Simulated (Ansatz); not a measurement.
Input and command of a plane-wave DFT calculation in Ansatz:

```yaml
crystal:
  lattice:
    - [0.0, 2.2501546197, 1.9126314267]
    - [2.2501546197, 0.0, 1.9126314267]
    - [2.2501546197, 2.2501546197, 0.0]
  atoms:
    - { symbol: Co, position: [0.0, 0.0, 0.0], spin: 2.73 }
    - { symbol: O, position: [0.5, 0.5, 0.5], spin: 0.34 }
basis:
  ecutwfc: 420
kpoints:
  mp_grid: { grid: [22, 22, 22] }
hamiltonian:
  xc: pbe
scf:
  occupations: { method: gaussian, width: 0.15 }
output:
  forces: true
  stress: true
  eigenvalues: true
  populations: true
magnetization:
  spin_polarized: true
```

```bash
ansatz run input.yaml --threads 1 --pin off --max-ram 2560MiB --backend cpu --events-out ev --progress --plain --runs-dir out
```

Processor: Intel(R) Xeon(R) Processor @ 2.50GHz (Skylake/Cascade Lake), 1 thread, on a host shared with other jobs.

Question: Estimate time, memory and problem size.

Answer: About 2.3 min on 1 thread of Intel(R) Xeon(R) Processor @ 2.50GHz (Skylake/Cascade Lake), on a shared host, peak memory 0.73 GiB. It solves 18 bands at 834 k points (the mesh reduced by symmetry) with about 363 plane waves, in 12 SCF iterations.
